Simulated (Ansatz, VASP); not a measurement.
Ni: VASP beside Ansatz

File INCAR:

```
PREC     = Accurate       # precision mode
ENCUT    = 520            # plane-wave cutoff, eV
EDIFF    = 1E-6           # SCF threshold, eV
ISMEAR   = -1             # smearing method
SIGMA    = 0.05           # smearing width, eV
LREAL    = F              # projectors in reciprocal space
LASPH    = T              # aspherical terms in the spheres
NELM     = 150            # most SCF steps
ALGO     = Normal         # electronic algorithm
ISIF     = 2              # what is computed and relaxed
LWAVE    = F              # write WAVECAR
LCHARG   = T              # write CHGCAR
ISPIN    = 2              # spin polarisation
MAGMOM   = 0.539          # initial moments
LORBIT   = 11             # projections on sites
LMAXMIX  = 4              # l up to which the mixer works
GGA      = B5             # functional
ALDAX    = 1.0          
AGGAX    = 1.0          
AGGAC    = 1.0          
ALDAC    = 0.0          
LELF     = T              # ELF
LVHAR    = T            
NBANDS   = 15             # bands
```

Contents of KPOINTS:

```
regular mesh
0
Gamma
  15 15 15
```

File POSCAR:

```
Ni
1.0
    2.4296015321      0.0000000000      0.0000000000
    0.0000000000      2.4296015321      0.0000000000
    0.0000000000      0.0000000000      2.4296015321
Ni
1
Direct
    0.0000000000      0.0000000000      0.0000000000
```

Input for Ansatz:

```yaml
crystal:
  lattice:
    - [2.4296015321, 0.0, 0.0]
    - [0.0, 2.4296015321, 0.0]
    - [0.0, 0.0, 2.4296015321]
  atoms:
    - { symbol: Ni, position: [0.0, 0.0, 0.0], spin: 0.539 }
hamiltonian:
  xc: blyp
  pseudopotentials:
    kind: paw
    azcp:
      Ni: "pseudopotentials/Ni.paw.azcp"
basis:
  ecutwfc: 420
  fft_grid_basis: typed
kpoints:
  mp_grid: { grid: [15, 15, 15], shift: [0, 0, 0] }
magnetization:
  spin_polarized: true
scf:
  occupations: { method: fermi_dirac, width: 0.05 }
  lower_state_search: "off"
output:
  stress: true
  write_density: true
  write_potential: true
  elf: true
  volumetric_format: npy
```

Alike in both runs: task single point; functional BLYP; k mesh 15 × 15 × 15; occupations fermi-dirac, width 0.05 eV; collinear spin.

```csv
,VASP,Ansatz
version,VASP 6.6.1,Ansatz 0.2.0
potentials or method,"VASP PAW PBE potentials, release 64 (Ni)","plane waves (420 eV) with PAW, scalar-relativistic"
plane-wave cutoff (eV),520,420
valence electrons in the cell,10,18
```

|  | VASP | Ansatz | Ansatz less VASP |
| --- | --- | --- | --- |
| pressure (GPa) | -7.1 | -7.2 | -0.08 |
| net moment per atom (μB) | 0.63 | 0.66 | +0.030 |
| size of the moment on the site where the two differ most (μB) | 0.64 | 0.68 | +0.042 |

Site moments also hang on the region over which each program counts them. The two sets of potentials don't hold the same shells in valence.

Caveats: the PAW data sets were made with another functional, which shifts forces and pressure a little (VASP).
